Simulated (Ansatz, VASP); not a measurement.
La: VASP beside Ansatz

INCAR

```
ALGO     = Normal         # electronic algorithm
EDIFF    = 1E-7           # SCF threshold, eV
ENCUT    = 520            # plane-wave cutoff, eV
GGA      = PS             # functional
ISIF     = 2              # what is computed and relaxed
ISMEAR   = -1             # smearing method
LASPH    = T              # aspherical terms in the spheres
LCHARG   = F              # write CHGCAR
LREAL    = F              # projectors in reciprocal space
LWAVE    = F              # write WAVECAR
NBANDS   = 12             # bands
NELM     = 60             # most SCF steps
PREC     = Accurate       # precision mode
SIGMA    = 0.1            # smearing width, eV
```

KPOINTS

```
k-points
0
Gamma
  12 12 12
```

File POSCAR:

```
La
1.0
   -2.0014499361      2.0014499361      2.0014499361
    2.0014499361     -2.0014499361      2.0014499361
    2.0014499361      2.0014499361     -2.0014499361
La
1
Direct
    0.0000000000      0.0000000000      0.0000000000
```

Input for Ansatz:

```yaml
crystal:
  lattice:
    - [-2.0014499361, 2.0014499361, 2.0014499361]
    - [2.0014499361, -2.0014499361, 2.0014499361]
    - [2.0014499361, 2.0014499361, -2.0014499361]
  atoms:
    - { symbol: La, position: [0.0, 0.0, 0.0] }
hamiltonian:
  xc: pbesol
  pseudopotentials:
    kind: paw
    azcp:
      La: "pseudopotentials/La.paw.azcp"
basis:
  ecutwfc: 420
  fft_grid_basis: typed
kpoints:
  mp_grid: { grid: [12, 12, 12], shift: [0, 0, 0] }
magnetization:
  spin_polarized: false
scf:
  occupations: { method: fermi_dirac, width: 0.1 }
  lower_state_search: "off"
output:
  stress: true
```

Alike in both runs: task single point; functional PBEsol; k mesh 12 × 12 × 12; occupations fermi-dirac, width 0.1 eV; no spin polarisation.

```csv
,VASP,Ansatz
version,VASP 6.6.1,Ansatz 0.2.0
potentials or method,"VASP PAW PBE potentials, release 64 (La)","plane waves (420 eV) with PAW, scalar-relativistic"
plane-wave cutoff (eV),520,420
valence electrons in the cell,11,11
```

```tsv
	VASP	Ansatz	Ansatz less VASP
pressure (GPa)	2.7	2.7	-0.07
```

Ansatz warned: «pseudo_functional_mismatch».

Caveats: the PAW data sets were made with another functional, which shifts forces and pressure a little (VASP). The runs have no spin-orbit coupling, so splittings on La are missing.
